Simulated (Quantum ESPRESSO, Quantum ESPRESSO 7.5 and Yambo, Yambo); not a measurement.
## Te2Mo (2H monolayer): Bethe-Salpeter spectra with Yambo

Aim: the absorption spectrum of Te2Mo (2H monolayer) with electron-hole interaction, and what each part of the kernel does.

Calculated with Quantum ESPRESSO 7.5 and Yambo 5.3.0; PBE and many-body steps on it, plane waves.

### Step 1. The starting structure

The cell holds 3 atoms: 1 Mo and 2 Te. Cell: a = 3.560 Å, b = 3.560 Å, c = 17.000 Å, α = 90.0°, β = 90.0°, γ = 120.0°. Vacuum lies along c.

The structure was relaxed with PBE. The runs that relaxed it are not among those shown. Spin-orbit coupling is left out unless a step names it.

### Step 2. Empty states on the mesh, 6×6×1 mesh, 118 bands

This step: Quantum ESPRESSO 7.5; DFT, PBE, plane waves, norm-conserving pseudopotentials.

The sums over transitions need many empty states on a uniform mesh; this step solves for them.

pw.in reads:

```
&control
  calculation = 'nscf'
  prefix = 'x'
  outdir = 'o'
  pseudo_dir = 'pseudo'
/
&system
  ibrav = 0
  nat = 3
  ntyp = 2
  ecutwfc = 88.0
  nbnd = 118
  force_symmorphic = .true.
/
&electrons
  conv_thr = 1e-9
  electron_maxstep = 80
  diago_full_acc = .true.
  diago_thr_init = 5e-6
/
ATOMIC_SPECIES
  Mo 95.95 Mo.upf
  Te 127.6 Te.upf
CELL_PARAMETERS angstrom
  3.5604221049 0.0000000003 0.0000000000
  -1.7802110527 3.0834159909 0.0000000000
  0.0000000000 0.0000000000 17.0000000000
ATOMIC_POSITIONS crystal
  Mo 0.3333333333 0.6666666667 0.5000000000
  Te 0.6666666667 0.3333333333 0.6064934401
  Te 0.6666666667 0.3333333333 0.3935065599
K_POINTS automatic
  6 6 1 0 0 0
```

On the command line:

```
$ OMP_NUM_THREADS=1 mpirun -n 4 pw.x -nk 4 -in pw.in > pw.out
```

Output:

```text
Program PWSCF v.7.5 starts

     This program is part of the open-source Quantum ESPRESSO suite
     for quantum simulation of materials; please cite
         "P. Giannozzi et al., J. Phys.:Condens. Matter 21 395502 (2009);
         "P. Giannozzi et al., J. Phys.:Condens. Matter 29 465901 (2017);
         "P. Giannozzi et al., J. Chem. Phys. 152 154105 (2020);
     in publications or presentations arising from this work. More details at

     Atomic positions and unit cell read from directory:
     o/x.save/

     Message from routine setup:
[...]
22.8117  22.8600  23.1516  23.3295  23.8069  24.4391  24.6463  24.9279
     [... 3 further rows ...]
    32.2298  32.4624  32.5938  32.6268  33.1467  33.1852  33.5499  33.8945
    34.0472  34.2083  34.5788  34.7633  35.1534  35.3191

          k = 0.0000-0.5774 0.0000 ( 17560 PWs)   bands (ev):

     [... further k-points ...]

     highest occupied, lowest unoccupied level (ev):     2.6091    3.6787

     XML data file, pseudopotentials, collected wavefunctions

=------------------------------------------------------------------------------=
   JOB DONE.
=------------------------------------------------------------------------------=
```

Elapsed: 59 s, on 4 MPI ranks of Arm Neoverse V1, shared host; peak memory 1.1 GiB.

This step gave:

* gap: 1.070 eV
* k of the valence top: 0.3333, 0.3333, 0
* k of the conduction bottom: 0.3333, 0.3333, 0
* least direct gap: 1.070 eV
* k points computed: 7
* lowest point of the top converged band, above the valence top: 32.00 eV

On this mesh the gap is 1.070 eV.

The density comes from a self-consistent run that is not shown.

### Step 3. Conversion and set-up

This step: Yambo 5.3.0; conversion and set-up on PBE, plane waves, norm-conserving pseudopotentials.

The states are converted to the many-body program's format and the q mesh is built.

On the command line:

```
$ (cd o/x.save; p2y > p2y.log; mv SAVE ../..); yambo > setup.log
```

Output:

```text
 Yambo, version 5.3.0

 [02] CORE Variables Setup
 =========================

  [02.01] Unit cells
  ==================

  Cell kind             :  HCP
  Atoms in the cell     :  Mo  Te
  number of Mo atoms    :  1
  number of Te atoms    :  2

  List of atomic masses
  Mass of Mo    :  95.95000
  Mass of Te    :  127.6000

  List of atomic coordinates    : [cc]
  Mo1       : -0.65136E-09   3.8845       16.063      order 1
  Te1       :   3.36411   1.94227  19.48381  order 2
  Te2       :   3.36411   1.94227  12.64153  order 3

[...]
BZ  Q-points                                      :   36

 K/Q-points units:
 rlu = crystal or reduced units; cc = cartesian coordinates; iku = interal k-units

 Q [1]          [rlu]:  0.000000  0.000000  0.000000
 Q [2]          [rlu]:  0.27625E-18  0.16667       0.0000
 Q [3]          [rlu]:  0.55249E-18  0.33333       0.0000
 Q [4]          [rlu]: -0.82874E-18 -0.50000       0.0000
 Q [5]          [rlu]:  0.166667  0.166667  0.000000
 Q [6]          [rlu]:  0.166667  0.333333  0.000000
 Q [7]          [rlu]:  0.333333  0.333333  0.000000

  [03.01] X indexes
  =================

   [03.01.01] Sigma indexes
   ========================

 [06] Game Over & Game summary
```

The job ended after 3.6 s (1 MPI rank; peak memory 0.27 GiB).

### Step 4. Screening and self-energy, 6×6×1 mesh, 118 bands, screening to 108.8 eV

G0W0 replaces the xc potential by the self-energy, built once from these orbitals. Only a window of levels is corrected, while the sums run over the empty bands that the input names.

This step: G0W0 on PBE, plane waves, norm-conserving pseudopotentials.

gw1.in reads:

```
HF_and_locXC
gw0
dyson
ppa
em1d
rim_cut
rim_w
RandQpts= 3000000
RandGvec= 100 RL
CUTGeo= "slab z"
RandGvecW= 9 RL
EXXRLvcs= 88 Ry
VXCRLvcs= 352 Ry
Chimod= "HARTREE"
% BndsRnXp
 1 | 118 |
%
NGsBlkXp= 8 Ry
% LongDrXp
 1 | 1 | 0 |
%
% GbndRnge
 1 | 118 |
%
DysSolver= "n"
ExtendOut
PPAPntXp= 27.21138 eV
% QPkrange
 1 | 7 | 26 | 35 |
%
```

On the command line:

```
$ OMP_NUM_THREADS=1 mpirun -n 4 yambo -F gw1.in -J gw1 -C gw1 > gw1.log
```

Output:

```text
 Yambo, version 5.3.0

 [02] CORE Variables Setup
 =========================

  [... cell, symmetries and grids as in the set-up ...]

  [02.05] Energies & Occupations
  ==============================

  [X] === General ===
  [X] Electronic Temperature                        :  0.000000  0.000000 [eV K]
  [X] Bosonic    Temperature                        :  0.000000  0.000000 [eV K]
  [X] Finite Temperature mode                       : no
  [X] El. density                                   :  0.33221E+24 [cm-3]
[...]
Sx RL components                                 :  17489

  QP @ state[ 1 ] K range                          :   1   7
  QP @ state[ 1 ] b range                          :   26   35
  GF energies kind                                 : Perdew, Burke & Ernzerhof(X)+Perdew, Burke & Ernzerhof(C)
  GF WF`s kind                                     : Perdew, Burke & Ernzerhof(X)+Perdew, Burke & Ernzerhof(C)
  Xs energies kind                                 : Perdew, Burke & Ernzerhof(X)+Perdew, Burke & Ernzerhof(C)
  Xs WF`s kind                                     : Perdew, Burke & Ernzerhof(X)+Perdew, Burke & Ernzerhof(C)

 [14] Game Over & Game summary
```

It took 19 min on 4 MPI ranks; peak memory 4.6 GiB; 74 min of CPU time.

Numbers from this step:

```yaml
g0w0_gap_on_the_mesh: 1.745 eV
starting_gap_on_the_mesh: 1.070 eV
k_of_the_valence_top: 0.3333, 0.3333, 0
k_of_the_conduction_bottom: 0.3333, 0.3333, 0
least_direct_g0w0_gap_on_the_computed_points: 1.745 eV
```

The gap on the mesh goes from 1.07 eV to 1.74 eV, a correction of +0.68 eV.

The gap opens by 0.675 eV; the next steps shift the empty bands rigidly by 0.675 eV.

### Step 5. Excitons

Optical absorption needs the electron-hole interaction, solved here in a basis of vertical transitions on the mesh.

This step: Bethe-Salpeter equation on PBE with a scissors shift, plane waves, norm-conserving pseudopotentials.

bse2.in reads:

```
optics
bss
bse
em1s
dipoles
rim_cut
rim_w
RandQpts= 3000000
RandGvec= 100 RL
CUTGeo= "slab z"
RandGvecW= 9 RL
Chimod= "HARTREE"
BSKmod= "SEX"
BSEmod= "resonant"
BSSmod= "d"
BSENGexx= 30 Ry
BSENGBlk= 6 Ry
% BSEQptR
 1 | 1 |
%
% BSEBands
 26 | 37 |
%
% BEnRange
 0 | 7 | eV
%
% BDmRange
 0.1 | 0.1 | eV
%
BEnSteps= 141
% BLongDir
 1 | 0 | 0 |
%
% BndsRnXs
 1 | 71 |
%
NGsBlkXs= 6 Ry
% LongDrXs
 1 | 1 | 0 |
%
% KfnQP_E
 0.675 | 1.0 | 1.0 |
%
WRbsWF
```

On the command line:

```
$ OMP_NUM_THREADS=1 mpirun -n 4 yambo -F bse2.in -J bse2 -C bse2 > bse2.log
```

Output:

```text
 Yambo, version 5.3.0

 [02] CORE Variables Setup
 =========================

  [... cell, symmetries and grids as in the set-up ...]

  [02.05] Energies & Occupations
  ==============================

  [X] === General ===
  [X] Electronic Temperature                        :  0.000000  0.000000 [eV K]
  [X] Bosonic    Temperature                        :  0.000000  0.000000 [eV K]
  [X] Finite Temperature mode                       : no
  [X] El. density                                   :  0.33221E+24 [cm-3]
  [X] Fermi Level                                   :  2.609119 [eV]

  [X] === Gaps and Widths ===
  [X] Conduction Band Min                           :  1.069542 [eV]
  [X] Valence Band Max                              :  0.000000 [eV]
  [X] Filled Bands                                  :  31
  [X] Empty Bands                                   :   32  118
  [X] Direct Gap                                    :  1.069542 [eV]
  [X] Direct Gap localized at k                     :   7
  [X] Indirect Gap                                  :  1.069542 [eV]
  [X] Indirect Gap between kpts                     :   7   7
  [X] Last valence band width                       :  0.685569 [eV]
  [X] 1st conduction band width                     :  1.949223 [eV]

 [03] Transferred momenta grid and indexing
 ==========================================

 [BZ sampling] Q-grid is User defined and/or read from the database

 IBZ Q-points                                      :   7
 BZ  Q-points                                      :   36

 K/Q-points units:
 rlu = crystal or reduced units; cc = cartesian coordinates; iku = interal k-units

 Q [1]          [rlu]:  0.000000  0.000000  0.000000
 Q [2]          [rlu]:  0.27625E-18  0.16667       0.0000
 Q [3]          [rlu]:  0.55249E-18  0.33333       0.0000
 Q [4]          [rlu]: -0.82874E-18 -0.50000       0.0000
 Q [5]          [rlu]:  0.166667  0.166667  0.000000
 Q [6]          [rlu]:  0.166667  0.333333  0.000000
 Q [7]          [rlu]:  0.333333  0.333333  0.000000

  [03.01] X + BSE indexes
  =======================

   [03.01.01] Sigma indexes
   ========================

 [04] Coloumb potential Random Integration (RIM)
 ===============================================

 Performing RIM of v_slab

  [04.01] RIM initialization
  ==========================

  * Diagonal components only detected *

  8 x (sBL volume)        :  0.043767 [a.u.]
  sBZ random points       :  3000000
  Points outside the sBZ  :  24001124
  RL volume               :  0.196952 [a.u.]
  Integrated volume       :  0.196943 [a.u.]

  [04.02] RIM integrals
  =====================

  Gamma point sphere radius             :  0.042199 [a.u.]
  Points outside the sphere             :  2398760
  [Int_sBZ(q=0) 1/q^2]*(Vol_sBZ)^(-1/3) =:  7.597352
                                 should be <:  7.795600

  Summary of Coulomb integrals for non-metallic bands |Q|[au] RIM/Bare

  Q [1] 0.100000E-4 0.974569 * Q [2] 0.179721 1.054565
  Q [5] 0.311285 1.038721 * Q [3] 0.359441 1.031570
  Q [6] 0.475496 1.019762 * Q [4] 0.539162 1.015358
  Q [7] 0.622570 1.011774
  Non-periodic chartesian directions : none
  Optical renormalization            :  32.12534 [au]
  Polarizability dimension           : length

 [05] Coloumb potential CutOffslab
 =================================

 Cut directionsZ
 Slab Cutoff:Z
 Symmetry test passed : yes

 [06] External/Internal QP corrections
 =====================================

 [QP_apply] Action to be applied: USER defined scissor

  [06.01]  QP corrections report
  ==============================

  [K+QP] === General ===
  [K+QP] Electronic Temperature                     :  0.000000  0.000000 [eV K]
  [K+QP] Bosonic    Temperature                     :  0.000000  0.000000 [eV K]
  [K+QP] Finite Temperature mode                    : no
  [K+QP] El. density                                :  0.33221E+24 [cm-3]
  [K+QP] Fermi Level                                :  0.000000 [eV]

  [K+QP] === Gaps and Widths ===
[...]
[WARNING] [r,Vnl^pseudo] included in position and velocity dipoles.

  [WARNING] In case H contains other non local terms, these are neglected

 [08] Static Dielectric Matrix
 =============================

 [WR./bse2//ndb.em1s]------------------------------------------------------------
  Brillouin Zone Q/K grids (IBZ/BZ)                :    7   36    7   36
  RL vectors                                       :  21041 [WF]
  Coulomb cutoff potential                         : slab z
  Electronic Temperature                           :  0.000000 [K]
  Bosonic    Temperature                           :  0.000000 [K]
  Static diel. fun.  energies                      : Perdew, Burke & Ernzerhof(X)+Perdew, Burke & Ernzerhof(C)
  wavefunctions                                    : Perdew, Burke & Ernzerhof(X)+Perdew, Burke & Ernzerhof(C)
  Global Gauge                                     : length
  X matrix size                                    :   343
  X band range                                     :    1   71
  X e/h energy range                               : -1.000000 -1.000000 [eV]
  X Time ordering                                  : T
  X Hxc Kernel                                     : HARTREE
  X Drude frequency                                :  0.000000  0.000000
  X poles                                          :  100.0000 [o/o]
  RL vectors in the sum                            :  21041
  [r,Vnl] included                                 : yes
  Field direction                                  :  0.707107E-5  0.707107E-5   0.00000
  BZ energy Double Grid                            : no
  BZ energy DbGd points                            : 0
  BZ Q point size factor                           : -1.000000
  X Optical Averaged directions                    : none

 [09] Bethe Salpeter Equation driver
 ===================================

 [WARNING] Coulomb cutoff at q=0. Default/Suggested Lkind= bar

  [09.01] Bethe Salpeter Equation @q1
  ===================================

   [09.01.01] Transition pre-analysis @q1
   ======================================

   [09.01.02] Transition Groups build-up @q1
   =========================================

   [BSK] Transition groups (total):  14
   [BSK] Size (resonant):  1296
   [BSK]         (total):  1296
   [BSK] N. of matrices :  1

   [09.01.03] Loading Dipoles @q1
   ==============================

   [09.01.04] Independent Particles properties @q1
   ===============================================

   Optical renormalization       :  32.12534 [a.u.]
   Polarizability dimension      : length

   ==========================================================

   [BSE] Exchange components :   3483
   [BSE] Correlation components :   343   875

    [09.01.05.01] RIM-W interpolation
    =================================

    [WARNING] RIM-W works only for 2D semiconductors with slab cutoff
    Found compatible q grid: 2D
    q_min[ 1 ]:  0.16667      0.15094E-11   0.0000     [rlu]
     0.166667  0.083333  0.000000 [iku]
    q_min[ 2 ]:  0.27625E-18  0.16667       0.0000     [rlu]
    -0.16216E-10  0.16667       0.0000     [iku]
    G-vectors :   9
    G-vectors loaded:   63
    Number of interpolated frequencies:  1

    Evaluating coefficients q = 0

    [09.01.05.02] RIM-W integrals
    =============================

    8 x (sBL volume)        :  0.043767 [a.u.]
    sBZ random points       :  3000000
    Points outside the sBZ  :  24001124
    RL volume               :  0.196952 [a.u.]
    Integrated volume       :  0.196943 [a.u.]

    [09.01.05.03] RIM integrals
    ===========================

    Comparison between head Wc = W - v averages: < Wc > [au] RIM-W/RIM

     < -Wc [Q = 1] > 0.426973E-1 0.837419E-4 * < -Wc [Q = 2] > 0.005463 0.005280
     < -Wc [Q = 3] > 0.973837E-3 0.955368E-3 * < -Wc [Q = 4] > 0.329936E-3 0.326653E-3
     < -Wc [Q = 5] > 0.001414 0.001381 * < -Wc [Q = 6] > 0.466401E-3 0.461360E-3
     < -Wc [Q = 7] > 0.221843E-3 0.220450E-3

    Comparison between head Wc = W - v averages: < Wc > [au] RIM-W/RIM

     < -Wc [G = 1,G`=0] > 0.426973E-1 0.837419E-4 * < -Wc [G = 2,G`=0] >-0.002483 0.000000
     < -Wc [G = 3,G`=0] >-0.002483 0.000000 * < -Wc [G = 4,G`=0] >-0.365855E-4  0.00000
     < -Wc [G = 5,G`=0] >-0.365855E-4  0.00000 * < -Wc [G = 6,G`=0] > 0.180938E-3  0.00000
     < -Wc [G = 7,G`=0] > 0.180938E-3  0.00000 * < -Wc [G = 8,G`=0] >-0.197120E-4  0.00000
     < -Wc [G = 9,G`=0] >-0.197120E-4  0.00000

    [09.01.05.04] Screened interaction header I/O
    =============================================

    [09.01.05.05] Main kernel loop
    ==============================

    [09.01.05.06] Wave-Function Phases
    ==================================

    [BSE] WF phases found       :  74.80159 [o/o]

   [09.01.06] BSE solver(s) @q1
   ============================

   [09.01.07] Diago Solver @q1
   ===========================

 [12] Game Over & Game summary
```

Wall time 2.7 min (4 MPI ranks); peak memory 2.2 GiB.

This step gave:

| Item | Value |
| --- | --- |
| transitions in the window | 1296 |
| direct gap of the transition levels | 1.745 eV |
| lowest state | 1.190 eV |
| first strong exciton (over a fiftieth of the strongest listed) | 1.190 eV |
| binding of the lowest state below the direct gap | 0.5540 eV |

The lowest state lies at 1.190 eV, 0.554 eV under the direct gap.

Lines within 3 meV are set at the lowest of them, and the highest group, which the list may cut short, is left out. Exciton lines, with heights relative to the strongest:

| position (eV) | lines merged | strength, relative |
| --- | --- | --- |
| 1.190 | 2 | 100 |
| 1.772 | 1 | 0.2 |
| 1.781 | 2 | 86 |
| 1.805 | 2 | 26 |
| 1.817 | 3 | 5.0 |
| 1.830 | 1 | 0.0 |
| 1.839 | 2 | 4.8 |
| 1.851 | 3 | 22 |
| 1.870 | 1 | 0.2 |
| 1.958 | 2 | 0.0 |
| 1.965 | 2 | 1.6 |
| 1.973 | 2 | 0.4 |

The Im polarisability of the sheet has structure finer than the step of the table below, so its rows give means over 0.2 eV, whole bins alone (the curve runs from 0 to 7 eV). Peaks (eV: height): BSE 1.20: 17.6, 1.80: 27.9, 2.80: 42.4, 3.85: 23.4; no electron-hole interaction 1.75: 18.1, 2.40: 31.4, 3.45: 35.1, 4.50: 29.1, 5.65: 18.6.

Sheet polarisability (bohr); field along x; broadening 0.1 eV; transition window only. Limits: finite bands, cutoff and mesh; no spin-orbit coupling; exciton not shown settled in the k mesh. Im polarisability of the sheet against photon energy; means over each step:

| photon energy (eV) | BSE | no electron-hole interaction |
| --- | --- | --- |
| 0.2 | 0.539 | 0.292 |
| 0.4 | 0.714 | 0.349 |
| 0.6 | 1.03 | 0.428 |
| 0.8 | 1.80 | 0.545 |
| 1.0 | 5.17 | 0.737 |
| 1.2 | 14.1 | 1.11 |
| 1.4 | 6.32 | 2.12 |
| 1.6 | 8.91 | 7.48 |
| 1.8 | 24.4 | 13.3 |
| 2.0 | 22.7 | 5.35 |
| 2.2 | 20.8 | 9.28 |
| 2.4 | 20.8 | 26.6 |
| 2.6 | 29.3 | 20.3 |
| 2.8 | 38.3 | 16.7 |
| 3.0 | 26.0 | 16.2 |
| 3.2 | 17.8 | 21.8 |
| 3.4 | 17.7 | 30.3 |
| 3.6 | 14.6 | 26.0 |
| 3.8 | 18.4 | 17.9 |
| 4.0 | 16.0 | 16.7 |
| 4.2 | 12.0 | 15.1 |
| 4.4 | 12.3 | 20.3 |
| 4.6 | 11.5 | 20.3 |
| 4.8 | 12.2 | 14.3 |
| 5.0 | 13.3 | 15.5 |
| 5.2 | 8.51 | 13.9 |
| 5.4 | 3.73 | 12.4 |
| 5.6 | 3.66 | 15.8 |
| 5.8 | 2.23 | 10.9 |
| 6.0 | 2.08 | 4.53 |
| 6.2 | 4.12 | 3.91 |
| 6.4 | 3.46 | 2.18 |
| 6.6 | 2.84 | 2.09 |
| 6.8 | 1.58 | 4.36 |

(Continued in part 2 of 4.)

[Paths, hosts, dates, memory and timing lines, banners, echoed tables and standing remarks are left out of the program output.]

[Logs are printed without paths, hosts, clocks, repeated set-up lines and the standing remarks that a program may print on its own settings, such as how far it seeks lower states.]

[Runs of the session that timed out or met a known fault of the program may be left out.]

[Hosts, paths, dates, database ids (printed as entryN), source tags and the programs' standing remarks are cut or masked in the printed files.]
